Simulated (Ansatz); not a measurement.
Relaxed BaF2 (fluorite):

```
CELL_PARAMETERS angstrom
      0.00000     3.12321     3.12321
      3.12321     0.00000     3.12321
      3.12321     3.12321     0.00000
ATOMIC_POSITIONS crystal
  Ba 0.00000 0.00000 0.00000
  F  0.25000 0.25000 0.25000
  F  0.75000 0.75000 0.75000
```

In each cell atom 3 (F, nearest neighbour Ba at 2.705 Å; its periodic images, 4.4 Å or more away, move with it) moves by s·(0.000, 0.000, 1.000) (along Cartesian z), the rest being held.

The numbers are results of PBE (plane waves to 420 eV, PAW, scalar-relativistic; Ansatz, a program for electronic structure), not measurements. k mesh 7×7×7 (Γ-centred), Fermi-Dirac smearing 0.05 eV. Energies are smeared free energies. BaF2 was relaxed with its symmetry unable to fall. The zero of ΔE is the undisplaced structure.

```tsv
s (Å)	ΔE (meV/cell)
-0.810	975
-0.648	withheld
-0.486	322
-0.324	139
-0.162	34
0.000	0
0.162	34
0.324	139
0.486	322
0.648	withheld
0.810	975
```

Fit an even polynomial form (powers 2, 4) to the given rows and predict ΔE at s = -0.648.

Least squares on the 9 given rows: ΔE = (1294)·s² + (293.0)·s⁴, in meV/cell with s in Å; root-mean-square residual 0.1 meV/cell. At -0.648 the fit gives 595 meV/cell; the calculation gives 594 meV/cell, so the interpolation is off by 1 (+0.2 %). The quadratic term alone would give 543 meV/cell.

(For displaced atoms, the force is minus the slope of the energy, and its curvature is a force constant, which sets phonon frequencies.)
